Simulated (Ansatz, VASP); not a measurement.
One calculation of BiTe, two programs

```xyz
2
Lattice="0.0000 3.2350 3.2350 3.2350 0.0000 3.2350 3.2350 3.2350 0.0000" Properties=species:S:1:pos:R:3 pbc="T T T"
Bi    0.0000    0.0000    0.0000
Te    3.2350    3.2350    3.2350
```

Alike in both runs: task single point; functional LDA; k mesh 14 × 14 × 14; occupations gaussian, width 0.15 eV; no spin polarisation.

|  | VASP | Ansatz |
| --- | --- | --- |
| version | VASP 6.6.1 | Ansatz 0.2.0 |
| potentials or method | VASP PAW LDA potentials, release 64 (Bi_d, Te) | scalar-relativistic, plane waves, PAW |
| plane-wave cutoff (eV) | 520 | 420 |
| valence electrons in the cell | 21 | 31 |

```csv
,VASP,Ansatz,Ansatz less VASP
gap on the k mesh at the Fermi level (eV),none,none,-
pressure (GPa),-2.8,-2.8,-0.06
```

A gap of «none» marks a metal or a gap that the smearing closes. The two sets of potentials don't hold the same shells in valence.

Caveats: spin-orbit coupling is left out, which moves the levels of the heavy elements.
